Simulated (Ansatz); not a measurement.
## Eu in Ansatz: the effect of functional

Crystal: Eu.

```
Eu
1.0
    -2.34817    2.34817    2.34817
     2.34817   -2.34817    2.34817
     2.34817    2.34817   -2.34817
Eu
1
Direct
  0.00000 0.00000 0.00000
```

The cell isn't the ideal one: volume scaled by 1.06.

Alike in all runs:

* Program: Ansatz 0.2.0
* Task: single point
* Potentials or basis: Ansatz PAW
* k mesh: 8 × 8 × 8
* Occupations: fermi-dirac, width 0.05 eV
* Spin: collinear spin, ferromagnetic start
* Starting moments: [7.0] μB

```tsv
functional	cutoff	pressure (GPa)	moment (μB)
LDA	420 eV (not typed: the program's choice for these potentials)	-3.8	7.32
r2SCAN	500 eV (not typed: the program's choice for these potentials)	?	?
PBE	420 eV (not typed: the program's choice for these potentials)	-2.0	7.40
```

Question: What does the run with functional r2SCAN give?

Answer: Pressure -1.7 GPa; moment 7.72 μB.

Caveats: the PAW data sets come from PBE, with cores solved anew for the run's functional, which leaves a small shift of forces and pressure (some runs); the magnetic or orbital state may not be the lowest (some runs).
